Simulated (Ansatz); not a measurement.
One crystal and one scan (scan of one atom of the cell) at two levels, PBE (plane waves to 420 eV, PAW, scalar-relativistic; Ansatz, a quantum-chemistry and plane-wave program) and r2SCAN (plane waves to 500 eV, PAW, scalar-relativistic; Ansatz), each from its own relaxed cell and on its own mesh. The cell shown is that of PBE.

RuO2 (rutile)

```yaml
crystal:
  lattice:
    - [4.52339, 0.00000, 0.00000]
    - [0.00000, 4.52339, 0.00000]
    - [0.00000, 0.00000, 3.11902]
  atoms:
    - { symbol: Ru, position: [0.50000, 0.50000, 0.50000] }
    - { symbol: Ru, position: [0.00000, 0.00000, 0.00000] }
    - { symbol: O, position: [0.80567, 0.80567, 0.50000] }
    - { symbol: O, position: [0.30567, 0.69433, 0.00000] }
    - { symbol: O, position: [0.69433, 0.30567, 0.00000] }
    - { symbol: O, position: [0.19433, 0.19433, 0.50000] }
```

Scan: atom 1 (Ru, nearest neighbour O at 1.955 Å; its periodic images, 3.1 Å or more away, move with it) is displaced along Cartesian [111], direction (0.577, 0.577, 0.577) in Cartesian axes, by s. The other atoms stay.

Energies are smeared free energies. RuO2 is run without spin polarisation and with no Hubbard U. RuO2 was relaxed with its symmetry unable to fall. With partly filled bands, energies and forces of such displacements shift with the k mesh and the smearing. Both scans cover s from -0.390 to 0.390 Å.

ΔE (meV/cell), each from the undisplaced structure of its own level:

```json
[
 {"s (Å)": "-0.390", "PBE": "1825", "r2SCAN": "2041"},
 {"s (Å)": "-0.312", "PBE": "1149", "r2SCAN": "1286"},
 {"s (Å)": "-0.234", "PBE": "640", "r2SCAN": "withheld"},
 {"s (Å)": "-0.156", "PBE": "283", "r2SCAN": "317"},
 {"s (Å)": "-0.078", "PBE": "70", "r2SCAN": "79"},
 {"s (Å)": "0.000", "PBE": "0", "r2SCAN": "0"},
 {"s (Å)": "0.078", "PBE": "70", "r2SCAN": "79"},
 {"s (Å)": "0.156", "PBE": "283", "r2SCAN": "317"},
 {"s (Å)": "0.234", "PBE": "640", "r2SCAN": "withheld"},
 {"s (Å)": "0.312", "PBE": "1149", "r2SCAN": "1286"},
 {"s (Å)": "0.390", "PBE": "1825", "r2SCAN": "2041"}
]
```

**Question.** Estimate the r2SCAN value at 0.234 from the PBE value there and the ratio of the two levels in the two nearest given rows on that side of the minimum.

**Answer.** At 0.312 and 0.156 the ratio r2SCAN/PBE averages 1.120, which gives 1.120 × 640 = 717 meV/cell. The calculation gives 717 meV/cell, +12.0 % against PBE.

(For displaced atoms, the force is minus the slope of the energy, and its curvature is a force constant, which sets phonon frequencies.)
